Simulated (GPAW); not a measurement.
Input of a GPAW 26.7.0 run:

File run.py:

```python
from ase import Atoms
from ase.dft.bandgap import bandgap
from ase.io import write
from ase.units import GPa
from gpaw import GPAW, PW

atoms = Atoms(['In', 'P'],
              cell=[[0.0, 2.9305, 2.9305],
                    [2.9305, 0.0, 2.9305],
                    [2.9305, 2.9305, 0.0]],
              scaled_positions=[[0.0, 0.0, 0.0],
                                [0.75, 0.75, 0.75]],
              pbc=True)

calc = GPAW(mode=PW(600),
            xc='PBE',
            kpts={'size': (8, 8, 8), 'gamma': True},
            occupations={'name': 'methfessel-paxton', 'order': 0, 'width': 0.012},
            nbands=18,
            convergence={'density': 1e-05, 'energy': 1e-05},
            maxiter=150,
            txt='gpaw.txt')
atoms.calc = calc
energy = atoms.get_potential_energy()
forces = atoms.get_forces()
stress = atoms.get_stress()
calc.write('gs.gpw')
write('result.traj', atoms)
print(f'Energy: {energy:.6f} eV')
print('Forces (eV/A):')
print(forces.round(4))
print('Stress (GPa):', (stress / GPa).round(3))
print('Fermi level:', round(calc.get_fermi_level(), 4), 'eV')
print(f'Gap: {bandgap(calc)[0]:.4f} eV, direct: {bandgap(calc, direct=True)[0]:.4f} eV')
```

Potentials or basis: GPAW PAW data sets (gpaw-data 1.2.1), pw.

The run is started by

```sh
$ OMP_NUM_THREADS=1 python run.py
```

Task: Estimate the pressure.

Result: 3.0 GPa.

Task: What does it give for the band gap on the k mesh?

Result: 0.71 eV, direct.

Caveat: spin-orbit coupling is left out, which moves the levels of the heavy elements.

**What was measured.**

From a printed reference work, data compilation, for a bulk crystal of InP at 1.6 K: band gap 1.4236 eV (direct).

Against the measured gap of InP, 1.4236 eV (direct; 1.6 K; a printed reference work, data compilation), the calculated 0.71 eV is off by -0.71 eV. Spin-orbit coupling on In is left out. The value is that of PBE, without temperature or zero-point motion. Semilocal functionals fall short of measured gaps as a rule.
